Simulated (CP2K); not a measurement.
Runs of CP2K 2026.2 on Sb. It takes space group Im-3m (No. 229, cubic). The conventional cell has a = 3.743 Å, b = 3.743 Å, c = 3.743 Å, α = 90.00°, β = 90.00°, γ = 90.00°. Sb (site symmetry m-3m) has 8 Sb at 3.24 Å as nearest neighbours. This isn't the form of Sb at room conditions, which is rhombohedral.

| task | level | potentials or basis | smearing | EPS_DEFAULT | NGRIDS | basis sets | potentials | points a segment of the path (NPOINTS) | gap on the mesh (eV) | pressure (GPa) | V0 of scaled cells (Å³/atom) | B0 (GPa) |
| --- | --- | --- | --- | --- | --- | --- | --- | --- | --- | --- | --- | --- |
| band structure | SCAN | POTENTIAL_UZH Sb GTH-SCAN-q5; TZVP-MOLOPT-SCAN-GTH basis | fermi-dirac 0.01 eV | 1.0E-9 | 5 | Sb TZVP-MOLOPT-SCAN-GTH-q5 | Sb GTH-SCAN-q5 of POTENTIAL_UZH | 10 | none | 2.1 | - | - |
| band structure | TASK | POTENTIAL_UZH Sb GTH-SCAN-q5; TZVP-MOLOPT-SCAN-GTH basis | fermi-dirac 0.1 eV | 1.0E-9 | 4 | Sb TZVP-MOLOPT-SCAN-GTH-q5 | Sb GTH-SCAN-q5 of POTENTIAL_UZH | 6 | none | 4.1 | - | - |
| single point | LDA | GTH_POTENTIALS Sb GTH-PADE-q5; TZVP-MOLOPT-PBE-GTH basis | gaussian 0.1 eV | 1.0E-10 | 4 | Sb TZVP-MOLOPT-PBE-GTH-q5 | Sb GTH-PADE-q5 of GTH_POTENTIALS | - | none | -0.1 | - | - |
| equation of state | r2SCAN | POTENTIAL_UZH Sb GTH-SCAN-q5; TZVP-MOLOPT-SCAN-GTH basis | fermi-dirac 0.05 eV | 1.0E-9 | 5 | Sb TZVP-MOLOPT-SCAN-GTH-q5 | Sb GTH-SCAN-q5 of POTENTIAL_UZH | - | - | - | (a) | 62 |
| band structure | r2SCAN | POTENTIAL_UZH Sb GTH-SCAN-q5; TZVP-MOLOPT-SCAN-GTH basis | fermi-dirac 0.1 eV | 1.0E-9 | 4 | Sb TZVP-MOLOPT-SCAN-GTH-q5 | Sb GTH-SCAN-q5 of POTENTIAL_UZH | 8 | none | 2.1 | - | - |
| band structure | LDA | GTH_POTENTIALS Sb GTH-PADE-q5; TZVP-MOLOPT-PBE-GTH basis | fermi-dirac 0.0259 eV | 1.0E-9 | 4 | Sb TZVP-MOLOPT-PBE-GTH-q5 | Sb GTH-PADE-q5 of GTH_POTENTIALS | 8 | none | -0.1 | - | - |
| equation of state | LDA | GTH_POTENTIALS Sb GTH-PADE-q5; TZVP-MOLOPT-PBE-GTH basis | fermi-dirac 0.01 eV | 1.0E-10 | 4 | Sb TZVP-MOLOPT-PBE-GTH-q5 | Sb GTH-PADE-q5 of GTH_POTENTIALS | - | - | - | 26.18 | 68 |
| equation of state | LDA | GTH_POTENTIALS Sb GTH-PADE-q5; TZVP-MOLOPT-PBE-GTH basis | fermi-dirac 0.0259 eV | 1.0E-9 | 4 | Sb TZVP-MOLOPT-PBE-GTH-q5 | Sb GTH-PADE-q5 of GTH_POTENTIALS | - | - | - | (b) | 68 |

Alike in all rows: no spin polarisation; cell as given; k mesh 10 × 10 × 10.

Task: Fill in the values left out.

Result: (a) 27.09; (b) 26.19.

Caveats: the basis of atomic orbitals isn't converged, which shifts pressures, moduli and gaps; the potentials were made for another functional, which shifts forces and pressure (some runs).

A k mesh can miss the band edges, and the runs leave out spin-orbit coupling on Sb.

A gap of «none» marks a metal or a gap under the smearing width.

Not every run made on this cell is shown here.
